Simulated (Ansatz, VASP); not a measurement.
**One calculation of Ti, two programs**

Contents of INCAR:

```
SYSTEM = Ti
  ALGO = Fast
  EDIFF = 1E-7
  ENCUT = 520
  GGA = CA
  ISIF = 2
  ISMEAR = 0
  LASPH = .TRUE.
  LCHARG = .FALSE.
  LREAL = .FALSE.
  LWAVE = .FALSE.
  NBANDS = 12
  NELM = 100
  PREC = Accurate
  SIGMA = 0.15
```

File KPOINTS:

```
k-points
0
G
  20 20 20
  0 0 0
```

Contents of POSCAR:

```
Ti
1.0
    0.0000000000      2.0300000000      2.1822500000
    2.0300000000      0.0000000000      2.1822500000
    2.0300000000      2.0300000000      0.0000000000
Ti
1
Direct
    0.0000000000      0.0000000000      0.0000000000
```

Input for Ansatz:

```yaml
crystal:
  lattice:
    - [0.0, 2.03, 2.18225]
    - [2.03, 0.0, 2.18225]
    - [2.03, 2.03, 0.0]
  atoms:
    - { symbol: Ti, position: [0.0, 0.0, 0.0] }
basis:
  ecutwfc: 420
kpoints:
  mp_grid: { grid: [20, 20, 20] }
hamiltonian:
  xc: lda
scf:
  occupations: { method: gaussian, width: 0.15 }
output:
  forces: true
  stress: true
  eigenvalues: true
```

Change from the starting cell: strain +0.0750 x Voigt [0, 0, 1, 0, 0, 0], atoms carried along.

Alike in both runs: task single point; functional LDA; k mesh 20 × 20 × 20; occupations gaussian, width 0.15 eV; no spin polarisation.

|  | VASP | Ansatz |
| --- | --- | --- |
| version | VASP 6.6.1 | Ansatz 0.2.0 |
| potentials or method | VASP PAW LDA potentials, release 64 (Ti_sv) | scalar-relativistic, plane waves, PAW |
| plane-wave cutoff (eV) | 520 | 420 |
| valence electrons in the cell | 12 | 12 |

```tsv
	VASP	Ansatz	Ansatz less VASP
gap on the k mesh at the Fermi level (eV)	none	none	-
pressure (GPa)	-11.6	-11.6	+0.05
largest component of the traceless stress (GPa)	1.38	1.38	+0.004
```

A gap of «none» marks a metal or a gap that the smearing closes.
